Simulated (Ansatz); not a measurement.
## The polar optical mode of ZnS at 4 GPa, worked through

These are results of DFT LDA, scalar-relativistic, plane waves, PAW in Ansatz, not measurements. Plane waves to 420 eV; Γ-centred k mesh 10×10×10; fixed occupations. No spin polarisation. Phonons by linear response, acoustic sum rule imposed.

The cell, relaxed at 4 GPa:
```yaml
crystal:
  lattice:
    - [0.00000, 2.61145, 2.61145]
    - [2.61145, 0.00000, 2.61145]
    - [2.61145, 2.61145, 0.00000]
  atoms:
    - { symbol: Zn, position: [0.00000, 0.00000, 0.00000] }
    - { symbol: S, position: [0.75000, 0.75000, 0.75000] }
```

Linear response gives ν_TO = 312.7 cm⁻¹, Born charges ±1.843 e (positive on Zn) and ε∞ = 6.180. The primitive cell holds 35.619 Å³, and the masses are 65.380 and 32.060 amu.

Question: Find ν_LO and the static dielectric constant.

Answer: The long-wave field adds a restoring force: ω_LO² − ω_TO² = Z*²e²/(ε_vac ε∞ μV). In these units ν_LO² − ν_TO² = 4.92064×10⁷ Z*²/(μ V ε∞) cm⁻², with μ = m₁m₂/(m₁ + m₂) = 21.512 amu: 35295 cm⁻². So ν_LO = √(312.7² + 35295) = 364.8 cm⁻¹, and the run gives 364.8. Lyddane–Sachs–Teller then gives ε0 = ε∞ (ν_LO/ν_TO)² = 8.41, against 8.41 in the run (it forms both from the same three quantities, so the match checks the arithmetic only). Between ν_TO and ν_LO the dielectric function is negative and an undamped crystal reflects fully: a reststrahlen band from 27.4 to 32.0 μm.

Question: What do the Clausius–Mossotti polarisability and the Szigeti charge come to?

Answer: With the Lorentz local field, α = (3V/4π)(ε∞ − 1)/(ε∞ + 2) = 5.38 Å³ for the pair, and e_S = 3Z*/(ε∞ + 2) = 0.68 e. The Born charge includes the electrons' response to the dipole's own local field, and e_S takes that enhancement out. The Lorentz field assumes point-like polarisable ions, a poor picture once ε∞ is this large, since the electron clouds then overlap or are shared, so both numbers are formal here.

Question: How strongly does a slow electron couple to the LO mode?

Answer: For one isotropic parabolic band, Fröhlich's constant is α_F = (1/ε∞ − 1/ε0) √(m* Ry/ħω_LO), with Ry = 13.606 eV, ħω_LO = 45.2 meV and m* in free-electron masses: α_F = 0.0429 × 17.34 × √m* = 0.74 √m*. The band mass isn't part of this run; for m* = 0.1, 0.3 and 1 it gives 0.24, 0.41, 0.74. In weak coupling the polaron lies α_F ħω_LO below the band edge (18 meV at m* = 0.3) with a mass m*(1 + α_F/6); past α_F of about 5 or 6 that expansion fails. A semilocal functional's ε∞ tends to be too large, which taken alone lowers α_F.

Cost: 1 run of about 0.54 core-minutes, on Intel Xeon 6975P-C (Granite Rapids) (shared hosts).

The polar mode stiffens from 312.7 to 364.8 cm⁻¹ when its macroscopic field is included, yet electronic polarisation still supplies most of the static dielectric response. This fits partly covalent Zn–S bonding: the Born charge of 1.843 e measures the polarisation current as the sublattices move, including changes in Zn–S hybridisation, and is not a static ionic charge. The valence electrons also screen the field that separates the LO and TO modes.

The LO–TO splitting is smaller than expected from measurements on zincblende ZnS, even allowing for its modest reduction under pressure. The likely cause is the LDA's underestimated gap, which makes the electrons too polarisable, probably together with a somewhat low Born charge.

The modest lattice contribution to screening also limits the Fröhlich coupling. For the light, s-like conduction band of ZnS this suggests a large, weakly bound polaron rather than a self-trapped electron. The estimate doesn't carry over directly to holes, whose degenerate, anisotropic p-like bands violate the single-band assumption.
